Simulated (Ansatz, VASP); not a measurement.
# MgO in VASP and in Ansatz

```
Mg O
1.0
     0.00000    2.12722    2.12722
     2.12722    0.00000    2.12722
     2.12722    2.12722    0.00000
Mg O
1 1
Direct
  0.00000 0.00000 0.05322
  0.50000 0.50000 0.41914
```

Change from the starting cell: mode 4 frozen in at -0.172 Å and mode 5 at -0.172 Å (largest displacements).

Alike in both runs: task single point; functional PBE; k mesh 10 × 10 × 10; occupations gaussian, width 0.05 eV; no spin polarisation.

|  | VASP | Ansatz |
| --- | --- | --- |
| version | VASP 6.6.1 | Ansatz 0.2.0 |
| potentials or method | VASP PAW PBE potentials, release 64 (Mg, O) | scalar-relativistic, plane waves, PAW |
| plane-wave cutoff (eV) | 520 | 520 |
| valence electrons in the cell | 8 | 16 |

```csv
,VASP,Ansatz,Ansatz less VASP
gap on the k mesh at the Fermi level (eV),4.37,4.39,+0.018
least direct gap on the mesh (eV),4.38,4.40,+0.016
pressure (GPa),13.7,14.2,+0.50
largest component of the traceless stress (GPa),17.18,16.90,-0.283
rms of the force components (eV/Å),1.370,1.351,-0.0189
```

Atom by atom the forces differ by 0.019 eV/Å (rms over components). The two sets of potentials don't hold the same shells in valence.

Caveats: forces of over 1 eV/Å show positions far from the minimum, so gaps and moduli don't describe the material at rest. A k mesh can miss the band edges.
